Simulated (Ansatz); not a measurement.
**Preparing TiO2 (I4_1/amd) as a host crystal**

Aim: the runs on the perfect crystal TiO2 (I4_1/amd) that a defect calculation needs first.

Method: plane-wave PAW DFT, r2SCAN; relaxation of the host's cell and atoms; PAW set soft_1, in the first sound run; inputs show where later runs differ, in Ansatz 0.2.0.

**Measured values to reproduce.**

For TiO2, anatase (single crystal, quoted from earlier work), “Preparation of hydrogen, fluorine and chlorine doped and co-doped titanium dioxide photocatalysts: a theoretical and experimental approach” (2021, pmc:7952686) quotes earlier work: lattice constant a (a = b, tetragonal cell) 3.782 Å [literature value quoted in the paper's theory part]; lattice constant c (c, tetragonal cell) 9.502 Å [literature value quoted in the paper's theory part].

“Part I: determination of a structure/property transformation mechanism responsible for changes in the point of zero change of anatase titania with decreasing particle size” (2024, pmc:11477903) reports for TiO2, anatase, by UV-VIS-NIR reflection spectroscopy (commercial powder, mean particle diameter 126 nm, hand pressed, 300 K): band gap (indirect optical gap from reflection cut-off wavelength, 126 nm …) 3.293 eV [Gap from reflection cut-off wavelength, not a Tauc fit; hand-pressed powder; same powder …].

This is a report of a sequence of runs, with most program output left out.

## 1. Starting point

Symmetry: I4_1/amd, No. 141, tetragonal system. The conventional cell has a = 3.783 Å, b = 3.783 Å, c = 9.615 Å, α = 90.00°, β = 90.00°, γ = 90.00°. Nearest to Ti lie 6 O at 1.94 to 1.99 Å. O has 3 Ti at 1.94 to 1.99 Å nearest. Farther neighbours and most contacts between anions are not listed.

## 2. Host cell relaxation

Lattice and positions are set free, within the symmetry that the program keeps.

cell/input.yaml reads:

```yaml
crystal:
  lattice:
    - [-1.8912698, 1.8912698, 4.8075108]
    - [1.8912698, -1.8912698, 4.8075108]
    - [1.8912698, 1.8912698, -4.8075108]
  atoms:
    - { symbol: Ti, position: [0.0, 0.0, 0.0] }
    - { symbol: Ti, position: [0.75, 0.25, 0.5] }
    - { symbol: O, position: [0.95715212, 0.45715212, 0.5] }
    - { symbol: O, position: [0.20715212, 0.20715212, 0.0] }
    - { symbol: O, position: [0.54284788, 0.04284788, 0.5] }
    - { symbol: O, position: [0.79284788, 0.79284788, 0.0] }
basis:
  ecutwfc: 500
  xc_grid: 2
hamiltonian:
  xc: r2scan
  pseudopotentials: { kind: paw, azcp: { folder: soft_1 } }
kpoints:
  mp_grid: { grid: [10, 10, 10] }
scf:
  occupations: { method: fixed }
  max_iter: 100
relax:
  f_tol: 0.005
  max_steps: 60
  cell: {}
output:
  forces: true
  stress: true
checkpoint:
  write: "../cell.run"
  compress: false
  write_wavefunctions: false
  write_every: 100000
```

Command:

```bash
> ansatz run input.yaml --threads 32 --pin off --max-ram 131891MiB --backend cuda --events-out ev --progress --plain --runs-dir out
```

The job ended after 2.7 s (1 × NVIDIA GB200 with 32 threads of Arm Neoverse V2, shared host; peak memory 1.1 GiB).

The steps of the relaxation:

```csv
step,energy less that of the first step (eV),largest force component (eV/Å),pressure (GPa),volume (Å³)
1,0.0000,0.0405,-1.14,68.78
2,-0.0014,0.0149,-0.33,68.54
3,-0.0016,0.0016,0.01,68.43
4*,-0.0013,0.0016,0.01,68.43
```

Relaxation steps marked * repeat the geometry before them on a plane-wave basis chosen anew for their cell, so energy and pressure can jump there.

Forces are held to the 16 operations that the run works with; a distortion that breaks them can't arise in this run.

```csv
"conventional cell, symmetrised",before,after,change
a (Å),3.783,3.777,-0.1 %
b (Å),3.783,3.777,-0.1 %
c (Å),9.615,9.593,-0.2 %
volume (Å³/atom),11.46,11.41,-0.5 %
```

Final coordinates:

```xyz
6
Lattice="-1.8886 1.8886 4.7965 1.8886 -1.8886 4.7965 1.8886 1.8886 -4.7965" Properties=species:S:1:pos:R:3 pbc="T T T"
Ti    0.0000    0.0000    0.0000
Ti    0.0000    1.8886    2.3983
O     0.0000    1.8886    4.3856
O     0.0000    0.0000    1.9873
O     0.0000    1.8886    0.4110
O     0.0000    0.0000    7.6058
```

This step gave:

* pressure: 0.01111 GPa

The relaxation ends with a largest force component of 0.0016 eV/Å and a pressure of 0.01 GPa.

## 3. Dielectric tensors of the host

The response to a uniform electric field gives the electronic dielectric tensor.

This step: plane-wave PAW DFPT, PBEsol; dielectric tensors, Born charges and zone-centre modes of the host; PAW set soft_1 (Ansatz 0.2.0).

eps/input.yaml reads:

```yaml
crystal:
  lattice:
    - [-1.8886139071, 1.8886139071, 4.7965469208]
    - [1.8886139071, -1.8886139071, 4.7965469208]
    - [1.8886139071, 1.8886139071, -4.7965469208]
  atoms:
    - { symbol: Ti, position: [0.0, 0.0, 0.0] }
    - { symbol: Ti, position: [0.75, 0.25, 0.5] }
    - { symbol: O, position: [0.9571603797, 0.4571603797, 0.5] }
    - { symbol: O, position: [0.2071603797, 0.2071603797, 0.0] }
    - { symbol: O, position: [0.5428396203, 0.0428396203, 0.5] }
    - { symbol: O, position: [0.7928396203, 0.7928396203, 0.0] }
basis:
  ecutwfc: 420
hamiltonian:
  xc: pbesol
  pseudopotentials: { kind: paw, azcp: { folder: soft_1 }, xc_functional: pbe }
kpoints:
  mp_grid: { grid: [9, 9, 9] }
scf:
  occupations: { method: fixed }
  max_iter: 100
phonons:
  method: dfpt
  dielectric: true
  rigid_motions: translations
```

It took 14 s on 1 × NVIDIA GB200 with 32 threads; peak memory 3.8 GiB.

Electronic dielectric tensor:

```
6.86 0.00 0.00
0.00 6.86 0.00
0.00 0.00 6.30
```

Static dielectric tensor:

```
65.68  0.00  0.00
 0.00 65.68  0.00
 0.00  0.00 30.22
```

The principal values of the electronic dielectric tensor are 6.30, 6.86 and 6.86. The principal values of the static dielectric tensor are 30.22, 65.68 and 65.68.

## 4. Defect free supercell relaxed in its symmetry

This cell, the one that will hold the defects, is built from the relaxed host. Its coarser k-points can move the atoms a little, so it is relaxed from the symmetric sites, as the reference for the test of stability.

This step: plane-wave PAW DFT, r2SCAN; relaxation of the defect-free supercell in its symmetry; PAW set soft_1 (Ansatz 0.2.0).

System of this step: TiO2 (I4_1/amd). The cell holds 96 atoms: 32 Ti and 64 O. Its edges and angles: a = 10.684 Å, b = 10.684 Å, c = 9.593 Å, α = 90.0°, β = 90.0°, γ = 90.0°.

pristine.symmetric/input.yaml reads:

```yaml
crystal:
  lattice:
    - [7.5544556283, 7.5544556283, 0.0]
    - [-7.5544556283, 7.5544556283, 0.0]
    - [0.0, 0.0, 9.5930938415]
  atoms:
    - { symbol: Ti, position: [0.0, 0.0, 0.0] }
    - { symbol: Ti, position: [0.0, 0.25, 0.5] }
    - { symbol: Ti, position: [0.25, 0.0, 0.5] }
    - { symbol: Ti, position: [0.25, 0.25, 0.0] }
    - { symbol: Ti, position: [0.125, 0.125, 0.25] }
    - { symbol: Ti, position: [0.125, 0.375, 0.75] }
    - { symbol: Ti, position: [0.375, 0.125, 0.75] }
    - { symbol: Ti, position: [0.375, 0.375, 0.25] }
    - { symbol: O, position: [0.125, 0.125, 0.4571603797] }
    - { symbol: O, position: [0.125, 0.375, 0.9571603797] }
    - { symbol: O, position: [0.375, 0.125, 0.9571603797] }
    - { symbol: O, position: [0.375, 0.375, 0.4571603797] }
    - { symbol: O, position: [0.0, 0.0, 0.2071603797] }
    - { symbol: O, position: [0.0, 0.25, 0.7071603797] }
    - { symbol: O, position: [0.25, 0.0, 0.7071603797] }
    - { symbol: O, position: [0.25, 0.25, 0.2071603797] }
    - { symbol: O, position: [0.125, 0.125, 0.0428396203] }
    - { symbol: O, position: [0.125, 0.375, 0.5428396203] }
    - { symbol: O, position: [0.375, 0.125, 0.5428396203] }
    - { symbol: O, position: [0.375, 0.375, 0.0428396203] }
    - { symbol: O, position: [0.0, 0.0, 0.7928396203] }
    - { symbol: O, position: [0.0, 0.25, 0.2928396203] }
    - { symbol: O, position: [0.25, 0.0, 0.2928396203] }
    - { symbol: O, position: [0.25, 0.25, 0.7928396203] }
    - { symbol: Ti, position: [0.0, 0.5, 0.0] }
    - { symbol: Ti, position: [0.0, 0.75, 0.5] }
    - { symbol: Ti, position: [0.25, 0.5, 0.5] }
    - { symbol: Ti, position: [0.25, 0.75, 0.0] }
    - { symbol: Ti, position: [0.125, 0.625, 0.25] }
    - { symbol: Ti, position: [0.125, 0.875, 0.75] }
[... 60 atom lines left out ...]
    - { symbol: O, position: [0.875, 0.625, 0.5428396203] }
    - { symbol: O, position: [0.875, 0.875, 0.0428396203] }
    - { symbol: O, position: [0.5, 0.5, 0.7928396203] }
    - { symbol: O, position: [0.5, 0.75, 0.2928396203] }
    - { symbol: O, position: [0.75, 0.5, 0.2928396203] }
    - { symbol: O, position: [0.75, 0.75, 0.7928396203] }
basis:
  ecutwfc: 500
  xc_grid: 2
hamiltonian:
  xc: r2scan
  pseudopotentials: { kind: paw, azcp: { folder: soft_1 } }
kpoints:
  mp_grid: { grid: [1, 1, 1] }
scf:
  occupations: { method: fermi_dirac, width: 0.01 }
  max_iter: 100
  lower_state_search: "off"
output:
  forces: true
relax:
  f_tol: 0.015
  max_steps: 60
  escape_saddle: false
checkpoint:
  write: "../pristine.symmetric.run"
  compress: false
  write_wavefunctions: false
  write_every: 100000
```

Wall time 2.3 s (1 × NVIDIA GB200 with 32 threads); peak memory 1.4 GiB.

No atom moved by 0.005 Å in the relaxation.

## 5. Defect free supercell relaxed from displaced atoms

This step: plane-wave PAW DFT, r2SCAN; relaxation of the defect-free supercell from random displacements, a test of the host's stability; PAW set soft_1 (Ansatz 0.2.0).

pristine.rattled/input.yaml, as its differences from pristine.symmetric/input.yaml of step 4:

```diff
@@ -59,6 +59,6 @@
   f_tol: 0.015
-  max_steps: 60
-  escape_saddle: false
+  max_steps: 120
+  random_displacement: { amplitude: 0.06, seed: 5637 }
 checkpoint:
-  write: "../pristine.symmetric.run"
+  write: "../pristine.rattled.run"
   compress: false
```

Wall time 3.9 s (1 × NVIDIA GB200 with 32 threads); peak memory 1.4 GiB.

The steps of the relaxation:

```csv
step,energy less that of the first step (eV),largest force component (eV/Å)
1,0.0000,2.7112
2,-2.2534,0.9562
3,-2.8215,0.0797
4,-2.8285,0.0036
5,-2.8285,0.0035
```

The relaxation ends 29 meV an atom lower than the displaced start, with a largest force component of 0.0035 eV/Å.

## 6. Host on a dense mesh

This step: plane-wave PAW DFT, r2SCAN; single point of the defect-free host, a test of the k-point sampling; PAW set soft_1 (Ansatz 0.2.0).

System of this step: TiO2 (I4_1/amd). The structure is tetragonal, space group I4_1/amd (No. 141). Conventional cell: a = 3.777 Å, b = 3.777 Å, c = 9.593 Å, α = 90.00°, β = 90.00°, γ = 90.00°. Ti has 6 O at 1.93 to 1.99 Å nearest. Nearest to O lie 3 Ti at 1.93 to 1.99 Å. Farther neighbours and most contacts between anions are not listed.

dense/input.yaml reads:

```yaml
crystal:
  lattice:
    - [-1.8886139071, 1.8886139071, 4.7965469208]
    - [1.8886139071, -1.8886139071, 4.7965469208]
    - [1.8886139071, 1.8886139071, -4.7965469208]
  atoms:
    - { symbol: Ti, position: [0.0, 0.0, 0.0] }
    - { symbol: Ti, position: [0.75, 0.25, 0.5] }
    - { symbol: O, position: [0.9571603797, 0.4571603797, 0.5] }
    - { symbol: O, position: [0.2071603797, 0.2071603797, 0.0] }
    - { symbol: O, position: [0.5428396203, 0.0428396203, 0.5] }
    - { symbol: O, position: [0.7928396203, 0.7928396203, 0.0] }
basis:
  ecutwfc: 500
  xc_grid: 2
hamiltonian:
  xc: r2scan
  pseudopotentials: { kind: paw, azcp: { folder: soft_1 } }
kpoints:
  mp_grid: { grid: [10, 10, 10] }
scf:
  occupations: { method: fermi_dirac, width: 0.01 }
  max_iter: 100
  lower_state_search: "off"
checkpoint:
  write: "../dense.run"
  compress: false
  write_wavefunctions: false
  write_every: 100000
```

It took 1.6 s on 1 × NVIDIA GB200 with 32 threads; peak memory 1.1 GiB; 3.6 s of CPU time.

## 7. Defect free supercell at the zone centre

The supercell is run at the zone centre, to see how far that sampling misses the dense mesh.

System of this step: TiO2 (I4_1/amd). The cell holds 96 atoms: 32 Ti and 64 O. Cell: a = 10.684 Å, b = 10.684 Å, c = 9.593 Å, α = 90.0°, β = 90.0°, γ = 90.0°.

pristine.sampling_gamma/input.yaml, as its differences from pristine.rattled/input.yaml of step 5:

```diff
@@ -55,10 +55,4 @@
   lower_state_search: "off"
-output:
-  forces: true
-relax:
-  f_tol: 0.015
-  max_steps: 120
-  random_displacement: { amplitude: 0.06, seed: 5637 }
 checkpoint:
-  write: "../pristine.rattled.run"
+  write: "../pristine.sampling_gamma.run"
   compress: false
```

Elapsed: 1.6 s, on 1 × NVIDIA GB200 with 32 threads; peak memory 1.4 GiB; 3.4 s of CPU time.

## 8. Results

```json
{"primitive cell vectors, lengths": "5.490, 5.490, 5.490 Å", "electronic dielectric constant": "principal values (6.30, 6.86, 6.86)", "static dielectric constant": "principal values (30.22, 65.68, 65.68)", "gap on the k-mesh of the response run (PBEsol)": "2.11 eV", "supercell relaxed in its symmetry less the displaced and relaxed one": "0.000 eV", "energy an atom at the zone centre alone less that on the dense mesh": "0.004 eV"}
```

**Reading.** Step 5: The energy fell by 2.828 eV from the randomly displaced start; the atoms end within 0.005 Å of the sites as typed, once the mean shift is taken out. The displaced cell ends within 0.01 eV of the symmetric one relaxed in its symmetry, so no lower structure shows in this supercell. The k-mesh can miss the band edges, so this gap is an upper bound at this level. All at zero temperature.

Computed beside measured:

| quantity | measured | r2SCAN | PBEsol |
| --- | --- | --- | --- |
| lattice constant a (Å) | 3.782 | 3.777 (-0.1 %) | - |
| lattice constant c (Å) | 9.502 | 9.593 (+1.0 %) | - |
| band gap (gap on the k-mesh) (eV) | 3.293 | 2.55 (-0.74 eV) | 2.11 (-1.19 eV) |

Measured values from pmc:7952686 (2021) and pmc:11477903 (2024).

How well it matches: The lattice constant a is off by -0.1 %: good agreement. The lattice constant c is off by +1.0 %: fair agreement. For the band gap, of the levels listed nearest comes r2SCAN (-0.74 eV) and farthest PBEsol (-1.19 eV). Local and semilocal functionals usually give gaps below the measured ones. The computed gap is read on a k-mesh, which can miss the band edges. An optical gap can lie under the band gap by the exciton's binding. Zero-point and thermal motion shift the measured gap. The grades are ours: good and fair within 0.7 and 1.5 % for the lattice constant a and 0.8 and 2 % for the lattice constant c. For lattice constants the calculation has a static lattice, without zero-point motion or thermal expansion.

[Logs are printed without paths, hosts, clocks, repeated set-up lines and the standing remarks that a program may print on its own settings, such as how far it seeks lower states.]

[Hosts, paths, dates, database ids (printed as entryN), source tags and the programs' standing remarks are cut or masked in the printed files.]

[Runs of the host that timed out are not shown.]

[For some hosts the program warned that the k-mesh of the response run may be too coarse for force constants and the static dielectric constant; such warnings are not always shown.]
